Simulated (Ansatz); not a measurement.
A (100) slab of TaN (P-62m (No. 189)), 15 planes, outer planes N (top) and N (bottom), with 18 atoms (Ta9N9) in a surface cell of A = 15.133 Å², as cut from the bulk:

```yaml
crystal:
  lattice:
    - [2.91036, 0.00000, 0.00000]
    - [0.00000, 5.19963, 0.00000]
    - [0.00000, 0.00000, 27.54004]
  atoms:
    - { symbol: N, position: [0.00000, 0.30380, 0.27233] }
    - { symbol: Ta, position: [0.50000, 0.00000, 0.28199] }
    - { symbol: Ta, position: [0.00000, 0.50000, 0.33649] }
    - { symbol: N, position: [0.00000, 0.89241, 0.33649] }
    - { symbol: Ta, position: [0.50000, 0.00000, 0.39099] }
    - { symbol: N, position: [0.00000, 0.30380, 0.40065] }
    - { symbol: N, position: [0.00000, 0.80380, 0.43584] }
    - { symbol: Ta, position: [0.50000, 0.50000, 0.44550] }
    - { symbol: Ta, position: [0.00000, 0.00000, 0.50000] }
    - { symbol: N, position: [0.00000, 0.39241, 0.50000] }
    - { symbol: Ta, position: [0.50000, 0.50000, 0.55450] }
    - { symbol: N, position: [0.00000, 0.80380, 0.56416] }
    - { symbol: N, position: [0.00000, 0.30380, 0.59935] }
    - { symbol: Ta, position: [0.50000, 0.00000, 0.60901] }
    - { symbol: Ta, position: [0.00000, 0.50000, 0.66351] }
    - { symbol: N, position: [0.00000, 0.89241, 0.66351] }
    - { symbol: Ta, position: [0.50000, 0.00000, 0.71801] }
    - { symbol: N, position: [0.00000, 0.30380, 0.72767] }
```

Method: DFT r2SCAN, scalar-relativistic, plane waves, PAW (Ansatz 0.2.0). Cutoff 500 eV; k points 12×7×1 on the computed 18-atom cell (Γ-centred); Gaussian smearing, width 0.10 eV; no spin polarisation. The cell repeats along c with a dipole correction in the vacuum.

Against the same 18 atoms in the bulk, the slab as cut lies 8.070 eV higher and the relaxed slab 6.326 eV higher.

Q: Work out the surface energy before and after relaxation.

A: The slab has two faces, so γ = (E_slab − N·E_bulk)/(2A), the mean of both. As cut: 8.070/(2 × 15.133) = 0.2666 eV/Å², and 1 eV/Å² = 16.02 J/m², so γ = 4.27 J/m². Relaxed: 6.326/(2 × 15.133) = 0.2090 eV/Å² = 3.35 J/m². Relaxation recovers 22 % of the cost of cutting.

Q: What is the ideal work of this cut, per area?

A: Griffith's ideal work is 2γ: 8.54 J/m² if the new faces stay rigid, 6.70 J/m² if they relax. Other cuts parallel to this plane can cost less. One thickness was run, 15 planes, so γ can still shift with it.